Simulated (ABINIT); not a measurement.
Runs of ABINIT 10.8.3 (patched build) on Si. The structure is orthorhombic, space group Cmcm (No. 63). The conventional cell has a = 5.744 Å, b = 11.965 Å, c = 3.847 Å, α = 90.00°, β = 90.00°, γ = 90.00°. Si (site symmetry m) has 4 Si at 2.37 to 2.38 Å as nearest neighbours. Si (site symmetry m2m) is surrounded by 4 Si at 2.34 to 2.37 Å. The cell was built by a generator and needn't be a form met in nature.

| level | gap on the mesh (eV) | pressure (GPa) | largest force (eV/Å) |
| --- | --- | --- | --- |
| RPBE | 0.50 | 1.2 | 0.01 |
| revPBE | (b) | 0.9 | 0.01 |
| WC | 0.36 | -1.6 | 0.04 |
| PW91 | 0.47 | -0.1 | (c) |
| r2SCAN | (a) | -1.4 | 0.03 |

Alike in all rows: task single point; potentials or basis JTH PAW PBE v2.0; no spin polarisation; cell as given; k mesh 5 × 5 × 7; cutoff (eV) 490; smearing fermi-dirac 0.05 eV.

Q: Fill in the values left out.

A: (a) 0.62; (b) 0.48; (c) 0.02.

Caveats: the PAW data sets were made with another functional, which shifts forces and pressure a little; an odd mesh through Γ misses points on the zone boundary, where band edges often lie.

Runs at the PBE level aren't shown here.
